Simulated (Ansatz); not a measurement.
# HRh12: the cost of one run

Method: DFT PBE, scalar-relativistic, plane waves, PAW, in Ansatz 0.2.0.

3 further runs of the same task are left out: 1 that didn't finish, 2 set aside as unsound or not needed.

## Step 1: The system as given

Symmetry: Fm-3m, No. 225, cubic system. The conventional cell has a = 3.803 Å, b = 3.803 Å, c = 3.803 Å, α = 90.00°, β = 90.00°, γ = 90.00°. Rh (site symmetry m-3m) is surrounded by 12 Rh at 2.69 Å.

Structure file:

```
Rh
1.0
     0.00000    1.90155    1.90155
     1.90155    0.00000    1.90155
     1.90155    1.90155    0.00000
Rh
1
Cartesian
  0.0000 0.0000 0.0000
```

Source of the structure: the Crystallography Open Database.

## Step 6: Plan of the scan

Atoms count from 1 in the order of the input.

H is moved over the surface cell; relaxed at each place: the height of the adsorbate's atoms; substrate rigid; the origin of the map has the adsorbate above Rh9.

The axes are (1) position of H13 along the first surface vector, from above Rh9: 6 values from 0.000 to 0.833, periodic; (2) position of H13 along the second surface vector, from above Rh9: 6 values from 0.000 to 0.833, periodic.

Relaxed at each point: the height of the adsorbate's atoms; substrate rigid. Points are written as (first, second).

The two vectors of the plane (Å): (2.708, 0.000, 0.000); (0.000, 2.708, 0.000).

(The set-up runs are not shown.)

## Step 7: Point (0/6, 0/6) of the map's two axes

File input.yaml:

```yaml
crystal:
  lattice:
    - [5.4165863251, 0.0, 0.0]
    - [0.0, 5.4165863251, 0.0]
    - [0.0, 0.0, 19.173739469]
  atoms:
    - { symbol: Rh, position: [0.25, 0.25, 0.2086186686] }
    - { symbol: Rh, position: [0.25, 0.75, 0.2086186686] }
    - { symbol: Rh, position: [0.75, 0.25, 0.2086186686] }
    - { symbol: Rh, position: [0.75, 0.75, 0.2086186686] }
    - { symbol: Rh, position: [0.0, 0.0, 0.3044995961] }
    - { symbol: Rh, position: [0.0, 0.5, 0.3044995961] }
    - { symbol: Rh, position: [0.5, 0.0, 0.3044995961] }
    - { symbol: Rh, position: [0.5, 0.5, 0.3044995961] }
    - { symbol: Rh, position: [0.25, 0.25, 0.4002213278] }
    - { symbol: Rh, position: [0.25, 0.75, 0.4002213278] }
    - { symbol: Rh, position: [0.75, 0.25, 0.4002213278] }
    - { symbol: Rh, position: [0.75, 0.75, 0.4002213278] }
    - { symbol: H, position: [0.25, 0.25, 0.4909704486] }
basis:
  ecutwfc: 420
kpoints:
  mp_grid: { grid: [5, 5, 1] }
hamiltonian:
  xc: pbe
  pseudopotentials: { kind: paw, azcp: { folder: soft_1 } }
scf:
  occupations: { method: gaussian, width: 0.1 }
output:
  forces: true
  eigenvalues: true
relax:
  adjacent_minimum: "off"
  f_tol: 0.025
  max_steps: 16
  constraints:
    - { sites: [0, 1, 2, 3, 4, 5, 6, 7, 8, 9, 10, 11] }
    - { sites: [12], fix: xy }
efield:
  axis: 3
  dipole_correction: true
  ramp_width: 0.04
```

Launch:

```
> ansatz run input.yaml --threads 4 --pin off --max-ram 12288MiB --backend cpu --events-out ev --progress --plain --runs-dir out
```

What time and memory should one allow on 4 threads of Arm Neoverse V1, shared host?

About 48 s, with a peak of 1.6 GiB.
